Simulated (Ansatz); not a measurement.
CdSe (Cadmoselite) under changes of volume

One of the cells (28.102 Å³/atom); the others are scaled copies at fixed shape and fractional positions:

```
Cd Se
1.0
     4.30000    0.00000    0.00000
    -2.15000    3.72391    0.00000
     0.00000    0.00000    7.02000
Cd Se
2 2
Direct
  0.66667 0.33333 0.50000
  0.33333 0.66667 0.00000
  0.66667 0.33333 0.88500
  0.33333 0.66667 0.38500
```

* Program: Ansatz 0.2.0
* Functional: RPBE
* Dispersion: D4
* Potentials or basis: Ansatz PAW
* Cutoff: 420 eV (not typed: the program's choice for these potentials)
* k mesh: 7 × 7 × 4
* Occupations: fermi-dirac, width 0.05 eV
* Spin: no spin polarisation

```csv
volume (Å³/atom),energy over the lowest point (meV/atom),pressure (GPa),gap on the mesh (eV),largest force (eV/Å)
26.416,?,?,?,?
26.978,16.33,3.3,0.96,0.327
27.540,6.94,2.1,0.92,0.305
28.102,1.65,1.0,0.88,0.283
28.665,0.00,0.0,0.83,0.264
29.227,1.63,-0.9,0.79,0.245
29.789,6.18,-1.7,0.74,0.228
```

Task: What does the run at 26.416 Å³/atom give?

Result: Energy over the lowest point 30.31 meV/atom; pressure 4.7 GPa; gap on the mesh 1.01 eV; largest force 0.352 eV/Å.

Worked out: A Birch-Murnaghan fit of order 3 (a polynomial in V^(-2/3)) to the other rows has its minimum at 28.66 Å³/atom with B0 = V·E''(V) = 48 GPa and B' = 4.7 at fixed shape and positions, which overstates the stiffness. It gives 30.29 meV/atom at 26.416 Å³/atom, against the run's 30.31, and -dE/dV = 4.7 GPa, against 4.7. A straight line through the other rows of the gap, of slope -2.22 eV per unit of ln V (its deformation potential), extrapolates to 1.01 eV, against the run's 1.01.

Energies are extrapolated to zero smearing.

Caveats: odd divisions of the mesh miss points on the zone boundary, where band edges often lie, so the gap on the mesh can be too wide; the PAW data sets come from PBE, with cores solved anew for the run's functional, which leaves a small shift of forces and pressure.

Spin-orbit coupling on Cd, Se is left out.
